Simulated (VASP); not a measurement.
## GaN: optical spectrum

Aim: the dielectric function of GaN for independent particles, and its static limit with local fields. The cell is of the zinc-blende type, one of the forms listed for this formula. The start is a computed cell from the Materials Project.

Main program and level: VASP 6.6.1; PBE; plane waves and PAW (Ga_d, N), in the first sound run; inputs show where later runs differ.

This is a report of a sequence of runs, with most program output left out.

## (1) Starting point

Symmetry: F-43m, No. 216, cubic system. Conventional cell: a = 4.507 Å, b = 4.507 Å, c = 4.507 Å, α = 90.00°, β = 90.00°, γ = 90.00°. Ga has 4 N at 1.95 Å nearest. Nearest to N lie 4 Ga at 1.95 Å. Farther neighbours and most contacts between anions are not listed.

As a file:

```cif
data_structure
_symmetry_space_group_name_H-M 'F-43m'
_symmetry_Int_Tables_number 216
_cell_length_a 4.5070
_cell_length_b 4.5070
_cell_length_c 4.5070
_cell_angle_alpha 90.000
_cell_angle_beta 90.000
_cell_angle_gamma 90.000
_cell_volume 91.55
loop_
_atom_site_label
_atom_site_type_symbol
_atom_site_symmetry_multiplicity
_atom_site_Wyckoff_symbol
_atom_site_fract_x
_atom_site_fract_y
_atom_site_fract_z
_atom_site_occupancy
Ga1 Ga 4 a 0.00000 0.00000 0.00000 1
N1 N 4 d 0.25000 0.25000 0.75000 1
```

## (2) Ground state

The ground state comes first.

INCAR

```
SYSTEM = GaN
PREC = Accurate
ENCUT = 520
EDIFF = 1E-07
NELM = 100
ISMEAR = 0
SIGMA = 0.05
LREAL = .FALSE.
ALGO = Normal
GGA = PE
NBANDS = 15
LORBIT = 11
LWAVE = .FALSE.
LCHARG = .FALSE.
KPAR = 4
```

POSCAR

```
GaN
1.0
    0.0000000000      2.2535006075      2.2535006075
    2.2535006075      0.0000000000      2.2535006075
    2.2535006075      2.2535006075      0.0000000000
Ga N
1 1
Direct
    0.0000000000      0.0000000000      0.0000000000
    0.2500000000      0.2500000000      0.2500000000
```

KPOINTS

```
Automatic mesh
0
Gamma
9 9 9
0 0 0
```

The projector-augmented-wave data sets are Ga_d and N (PBE family, release 64).

Started as:

```console
mpirun -np 4 vasp_std
```

Elapsed: 2 s, on 4 MPI ranks of Intel Xeon 6975P-C (Granite Rapids), shared host; peak memory 0.5 GiB; 5.8 s of CPU time.

The gap is read on the k-mesh alone, so it is an upper bound where the band edges lie off the mesh.

This step gave:

```
free energy (TOTEN)            : -12.14 eV
Fermi energy                   : 5.583 eV
pressure                       : 5.023 GPa
gap on the k-mesh              : 1.723 eV
least direct gap on the k-mesh : 1.723 eV
```

The cell has a gap of 1.72 eV on this mesh and a pressure of +5.0 GPa, which holds the misfit of the given cell and coordinates with this functional, and any error of cutoff, mesh and data sets. Spin-orbit coupling is left out, which can shift or reorder these edges.

## (3) Spectrum

LOPTICS sums the direct transitions; the mesh is finer and NBANDS larger than for the ground state.

Changes to INCAR since step 2:

```diff
@@ -10,4 +10,3 @@
 GGA = PE
-NBANDS = 15
-LORBIT = 11
+NBANDS = 24
 LWAVE = .FALSE.
@@ -15 +14,4 @@
 KPAR = 4
+LOPTICS = .TRUE.
+NEDOS = 2000
+CSHIFT = 0.1
```

POSCAR is that of step 2.

KPOINTS

```
Automatic mesh
0
Gamma
13 13 13
0 0 0
```

Started as:

```console
mpirun -np 4 vasp_std
```

Elapsed: 4.6 s, on 4 MPI ranks; peak memory 0.79 GiB; 16 s of CPU time.

These are independent-particle spectra without excitons or local fields, and fine structure depends on the mesh and on CSHIFT.

This step gave:

```
Fermi energy : 5.481 eV
pressure     : 5.038 GPa
```

The imaginary dielectric function, xx has structure finer than the step of the table below, so its rows give means over 0.5 eV, whole bins alone (the curve runs from 0 to 25.0 eV). Peaks (eV: height): 3.56: 2.61, 5.44: 4.43, 6.06: 7.38, 7.16: 8.98, 7.68: 7.81, 9.07: 7.92, 11.39: 6.72.

Absorption under the direct gap is the tail of the CSHIFT broadening, and fine structure depends on the mesh. Imaginary dielectric function, xx against photon energy; means over each step:

```tsv
photon energy (eV)	imaginary dielectric function, xx
0.5	0.0207
1.0	0.0560
1.5	0.372
2.0	0.564
2.5	1.53
3.0	1.25
3.5	2.13
4.0	1.50
4.5	2.53
5.0	2.77
5.5	3.74
6.0	6.17
6.5	7.13
7.0	8.31
7.5	7.00
8.0	5.80
8.5	3.92
9.0	7.29
9.5	7.40
10.0	5.93
10.5	4.58
11.0	5.53
11.5	6.30
12.0	5.16
12.5	3.15
13.0	2.83
13.5	1.94
14.0	1.54
14.5	1.30
15.0	0.987
15.5	0.811
16.0	0.882
16.5	0.754
17.0	0.782
17.5	0.772
18.0	0.788
18.5	0.617
19.0	0.590
19.5	0.425
20.0	0.405
20.5	0.487
21.0	0.599
21.5	0.477
22.0	0.392
22.5	0.371
23.0	0.533
23.5	0.598
24.0	0.460
24.5	0.475
```

The real dielectric function, xx by photon energy:

photon energy (eV), real dielectric function, xx and a bar from the least value:
```
        0       6.02 #########################
        1       6.24 #########################
        2       6.70 ###########################
        3       6.63 ##########################
        4       6.33 ##########################
        5       7.64 #############################
        6       7.93 ##############################
        7       4.43 ####################
        8      -0.19 #######
        9       3.53 ##################
       10      -0.69 ######
       11       0.22 ########
       12      -2.78 
       13      -2.46 #
       14      -1.68 ###
       15      -1.09 #####
       16      -0.66 ######
       17      -0.34 #######
       18      -0.22 #######
       19      -0.17 #######
       20       0.16 ########
       21       0.18 ########
       22       0.26 #########
       23       0.54 #########
       24       0.34 #########
```

## (4) Static response with local fields

Perturbation theory (LEPSILON) gives the dielectric tensor with local fields, and the Born charges.

INCAR

```
SYSTEM = GaN
PREC = Accurate
ENCUT = 520
EDIFF = 1E-08
NELM = 100
ISMEAR = 0
SIGMA = 0.01
LREAL = .FALSE.
ALGO = Normal
GGA = PE
NBANDS = 15
LWAVE = .FALSE.
LCHARG = .FALSE.
KPAR = 4
LEPSILON = .TRUE.
```

POSCAR is that of step 3.

KPOINTS is that of step 3.

Started as:

```console
mpirun -np 4 vasp_std
```

It took 45 s on 4 MPI ranks; peak memory 1.6 GiB; 2.9 min of CPU time.

Energies printed during the response cycles are not total energies of the cell. The dielectric response converges more slowly with the mesh than energies do, so tensor and charges may still move on a finer one.

Numbers from this step:

- Fermi energy: 5.341 eV
- pressure: 5.040 GPa

Electronic dielectric tensor with local fields:

```
5.92 0.00 0.00
0.00 5.92 0.00
0.00 0.00 5.92
```

Born effective charge (e), principal values of the symmetric part by kind of site:

```tsv
atom	atoms with these values	low	middle	high	mean
Ga1	1	2.66	2.66	2.66	2.66
N2	1	-2.66	-2.66	-2.66	-2.66
```

In full for N2:

```
-2.66  0.00  0.00
 0.00 -2.66  0.00
 0.00  0.00 -2.66
```

Piezoelectric tensor with clamped ions (C/m²), by row:

```tsv
field	xx	yy	zz	xy	yz	zx
x	0	0	0	0	-1.027	0
y	0	0	0	0	0	-1.027
z	0	0	0	-1.027	0	0
```

The mean electronic (clamped-ion) dielectric constant is 5.92.

## (5) Spectrum at r2SCAN

This step: r2SCAN; plane waves and PAW (Ga_d, N) (VASP 6.6.1).

The spectrum is made again with r2SCAN.

INCAR

```
SYSTEM = GaN
PREC = Accurate
ENCUT = 520
EDIFF = 1E-07
NELM = 100
ISMEAR = 0
SIGMA = 0.05
LREAL = .FALSE.
ALGO = Normal
METAGGA = R2SCAN
LASPH = .TRUE.
NBANDS = 24
LWAVE = .FALSE.
LCHARG = .FALSE.
KPAR = 4
LOPTICS = .TRUE.
NEDOS = 2000
CSHIFT = 0.1
```

POSCAR is that of step 4.

KPOINTS is that of step 4.

Started as:

```console
mpirun -np 4 vasp_std
```

Wall time 21 s (4 MPI ranks); peak memory 0.81 GiB; 79 s of CPU time.

The PAW data sets were made with PBE, which is usual practice but a small mismatch for other functionals.

This step gave:

- free energy (TOTEN): -21.90 eV
- Fermi energy: 5.224 eV
- pressure: -0.09068 GPa
- gap on the k-mesh: 2.119 eV
- least direct gap on the k-mesh: 2.119 eV

Absorption under the direct gap is the tail of the CSHIFT broadening, and fine structure depends on the mesh. Imaginary dielectric function, xx against photon energy; read off at these points:

```tsv
photon energy (eV)	imaginary dielectric function, xx
0.00	0
0.50	0.0122
1.00	0.0280
1.50	0.0593
2.00	0.394
2.50	0.410
3.00	1.09
3.50	1.10
4.00	2.35
4.50	1.16
5.00	2.38
5.50	1.99
6.00	3.85
6.50	6.39
6.63	6.81
7.00	6.00
7.20	7.88
7.50	7.10
7.69	8.79
8.00	5.82
8.38	7.08
8.50	6.74
9.00	2.63
9.50	5.68
10.00	6.88
10.17	7.75
10.50	6.69
11.00	4.59
11.50	5.30
12.00	6.50
12.50	5.83
13.00	3.93
13.50	2.89
14.00	2.37
14.50	1.55
15.00	1.48
15.50	1.06
16.00	0.904
16.50	0.652
17.00	0.721
17.50	0.754
18.00	0.831
18.50	0.705
19.00	0.768
19.50	0.590
20.00	0.510
20.50	0.381
21.00	0.440
21.50	0.489
22.00	0.654
22.50	0.431
23.00	0.444
23.50	0.351
24.00	0.490
24.50	0.631
```

Real dielectric function, xx against photon energy:

```tsv
photon energy (eV)	real dielectric function, xx
0.0	5.40
0.5	5.43
1.0	5.53
1.5	5.73
2.0	6.22
2.5	6.49
3.0	5.98
3.5	5.97
4.0	5.73
4.5	6.06
5.0	6.21
5.5	7.18
6.0	6.96
6.5	8.03
7.0	6.61
7.5	4.60
8.0	2.70
8.5	0.652
9.0	2.42
9.5	3.99
10.0	2.05
10.5	-0.360
11.0	-0.756
11.5	1.02
12.0	0.232
12.5	-1.63
13.0	-3.07
13.5	-1.72
14.0	-2.19
14.5	-1.66
15.0	-1.34
15.5	-1.23
16.0	-0.940
16.5	-0.642
17.0	-0.624
17.5	-0.297
18.0	-0.238
18.5	-0.163
19.0	-0.252
19.5	-0.196
20.0	-0.107
20.5	-0.0233
21.0	0.171
21.5	0.306
22.0	0.208
22.5	0.152
23.0	0.252
23.5	0.415
24.0	0.570
24.5	0.360
```

## (6) Spectrum, one more run

This step: PBE; plane waves and PAW (Ga_d, N) (VASP 6.6.1).

A run with a slip in its input follows, to show how it looks in the output.

Changes to INCAR since step 5:

```diff
@@ -9,4 +9,3 @@
 ALGO = Normal
-METAGGA = R2SCAN
-LASPH = .TRUE.
+GGA = PE
 NBANDS = 24
@@ -17,2 +16,2 @@
 NEDOS = 2000
-CSHIFT = 0.1
+CSHIFT = 2
```

POSCAR is that of step 5.

KPOINTS is that of step 5.

Started as:

```console
mpirun -np 4 vasp_std
```

Run time: 4.8 s. Hardware: 4 MPI ranks; peak memory 0.8 GiB; 16 s of CPU time.

The run converged, but on settings that are not sound, so its numbers are not to be trusted.

Energy and pressure equal those of the sound run on this cell, within 0.05 meV an atom and 0.01 GPa.

The fault in the input: broadening far too wide (CSHIFT = 2.0). 

## (7) What came out

```yaml
pbe_independent_particles: eps xx at zero frequency 6.02, centre of weight of eps2 xx, over the range kept, at 9.67 eV, mesh 13×13×13
r2scan_independent_particles: eps xx at zero frequency 5.40, centre of weight of eps2 xx, over the range kept, at 10.28 eV, mesh 13×13×13
pbe_with_local_fields: eps 5.92, 5.92, 5.92
```

Local fields, and the bands above those summed, take the mean static value from 6.02 to 5.92. Excitons and quasiparticle shifts are absent, so the onset can't be set against measurement and its shape can differ. Spin-orbit coupling is left out; with Ga in the cell it can split or shift band edges, by an amount that depends on which atoms form them and isn't tested here. The given cell is kept, although it stands at +5.0 GPa at PBE and ENCUT = 520 eV, which holds the mismatch of the given cell with this functional and any basis-set error. The run with broadening far too wide isn't used: the broadening washes out the structure.

[Lines on the potential files, build, host, timing and source positions are cut from VASP's logs without a mark.]

[Logs are printed without paths, hosts, clocks, repeated set-up lines and the standing remarks that a program may print on its own settings, such as how far it seeks lower states.]

[Hosts, paths, dates, database ids (printed as entryN), source tags and the programs' standing remarks are cut or masked in the printed files.]
